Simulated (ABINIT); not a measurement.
Runs of ABINIT 10.8.3 (patched build) on PbS (Galena). The structure is cubic, space group Fm-3m (No. 225). The conventional cell has a = 5.931 Å, b = 5.931 Å, c = 5.931 Å, α = 90.00°, β = 90.00°, γ = 90.00°. Pb (site symmetry m-3m) is surrounded by 6 S at 2.97 Å. S (site symmetry m-3m) has 6 Pb at 2.97 Å as nearest neighbours. 

```tsv
task	level	potentials or basis	k mesh	cutoff (eV)	fine-grid cutoff	gap on the mesh (eV)	pressure (GPa)
band structure	LDA	PseudoDojo NC SR LDA v0.4 stringent	8 × 8 × 8	980	-	0.23	-3.1
band structure	LDA-PZ	JTH PAW LDA v2.0	8 × 8 × 8	544	1088.46 eV	0.23	-
band structure	SOGGA	JTH PAW PBE v2.0	8 × 8 × 8	544	1088.46 eV	0.20	-
band structure	RPBE	JTH PAW PBE v2.0	8 × 8 × 8	544	1088.46 eV	(a)	-
band structure	PBEsol	JTH PAW PBE v2.0 sp	8 × 8 × 8	544	1088.46 eV	0.27	-0.7
single point	r2SCAN	JTH PAW PBE v2.0	5 × 5 × 5	653	1251.72 eV	-	1.3
band structure	PW91	JTH PAW PBE v2.0	8 × 8 × 8	544	1088.46 eV	0.37	-
single point	r2SCAN	JTH PAW PBE v2.0	6 × 6 × 6	653	1251.72 eV	0.62	1.4
band structure	LDA-Teter	JTH PAW LDA v2.0	8 × 8 × 8	544	1088.46 eV	0.23	-
band structure	AM05	JTH PAW PBE v2.0 sp	8 × 8 × 8	544	1088.46 eV	(b)	-0.1
```

Alike in all rows: no spin polarisation; cell as given; smearing fermi-dirac 0.05 eV.

**Question.** Fill in the values left out.

**Answer.** (a) 0.45; (b) 0.35.

Caveats: spin-orbit coupling is left out, which as a rule narrows the gap of such compounds by several tenths of an eV (some runs); the PAW data sets were made with another functional, which shifts forces and pressure a little (some runs); this set keeps more shells in the core, which shifts pressures and gaps (some runs).

A k mesh can miss the band edges, and the runs leave out spin-orbit coupling on Pb.

The runs don't all hold the same shells in valence.

Runs at the PBE level aren't shown here.
